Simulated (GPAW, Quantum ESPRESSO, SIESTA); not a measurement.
CdGeAs2: 3 runs at one level of theory

```xyz
8
Lattice="-2.9889 2.9889 5.6643 2.9889 -2.9889 5.6643 2.9889 2.9889 -5.6643" Properties=species:S:1:pos:R:3 pbc="T T T"
Cd    0.0000    0.0000    5.6643
Cd    2.9889    0.0000    2.8321
As    1.4944    1.3224   -1.4161
As    1.6665   -1.4944    7.0804
As    1.4944    1.6665    4.2482
As    1.3224    4.4833    1.4161
Ge    0.0000    2.9889    2.8321
Ge    0.0000    0.0000    0.0000
```

The cell is a database's computed one, not the measured one.

Alike in all runs: task single point; functional PBE; k mesh 6 × 6 × 6; occupations fermi-dirac, width 0.05 eV; no spin polarisation; no spin-orbit coupling. Pressure is positive in compression and, in plane waves, holds the error of the finite cutoff.

```
                                                                                   program and potentials  plane-wave cutoff (eV)                                                  notes  band gap (eV)  pressure (GPa)  largest force (eV/Å)
                                                               GPAW, GPAW PAW data sets (gpaw-data 1.2.1)                     600               6.5 valence electrons an atom on average           0.19            2.17                 0.198
                                                                Quantum ESPRESSO, SSSP 1.3 efficiency PBE                     816                 9 valence electrons an atom on average           0.19            2.29                 0.145
SIESTA, files PseudoDojo sr-pbe-0.4.1-standard, DZP (energy shift 0.003 Ry; two zetas on semicore shells)                       -  atomic basis; 16 valence electrons an atom on average           0.20            2.85                 0.389
```

Force on atom 3 (As), eV/Å:

| program and potentials | x | y | z |
| --- | --- | --- | --- |
| GPAW, GPAW PAW data sets (gpaw-data 1.2.1) | 0.000 | 0.198 | 0.000 |
| Quantum ESPRESSO, SSSP 1.3 efficiency PBE | 0.000 | 0.145 | 0.000 |
| SIESTA, files PseudoDojo sr-pbe-0.4.1-standard, DZP (energy shift 0.003 Ry; two zetas on semicore shells) | 0.000 | 0.389 | 0.000 |

The band gap spans 0.19 (Quantum ESPRESSO, SSSP 1.3 efficiency PBE) to 0.20 eV (SIESTA, files PseudoDojo sr-pbe-0.4.1-standard, DZP (energy shift 0.003 Ry; two zetas on semicore shells)). The pressure spans 2.17 (GPAW, GPAW PAW data sets (gpaw-data 1.2.1)) to 2.85 GPa (SIESTA, files PseudoDojo sr-pbe-0.4.1-standard, DZP (energy shift 0.003 Ry; two zetas on semicore shells)). Spin-orbit coupling, left out here, moves the band edges of heavy atoms. The gap is indirect and read on the mesh alone, so bands may meet between its points. Rows in atomic bases carry the error of their basis and grid, which can be large.

Differences between rows come from potentials, basis sets and numerical settings, since the functional is the same but for its coding. Runs on potential files found faulty are left out.
